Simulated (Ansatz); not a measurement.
SrF₂ (fluorite, space group No. 225), PBEsol in the plane-wave PAW code Ansatz: ε∞ = 2.29, cell volume 47.73 Å³. Infrared-active transverse modes:

| ω_TO (cm⁻¹) | oscillator strength S_xx (e²/amu) |
|---|---|
| 212.5 | 0.2215 |

Compute the static dielectric constant.

Each mode adds (4.921e7/V) S/ω²: 5.06. So ε0 = 7.34.

What LO frequency does the Lyddane–Sachs–Teller relation give?

ω_LO = ω_TO √(ε0/ε∞) = 381 cm⁻¹.

Space group Fm-3m (fluorite). Symmetry was held in the PBEsol relaxation; phonons on a q-mesh show no instability. Spin–orbit coupling is left out wherever it is not named.

Potentials: the later of the program's two PAW sets.
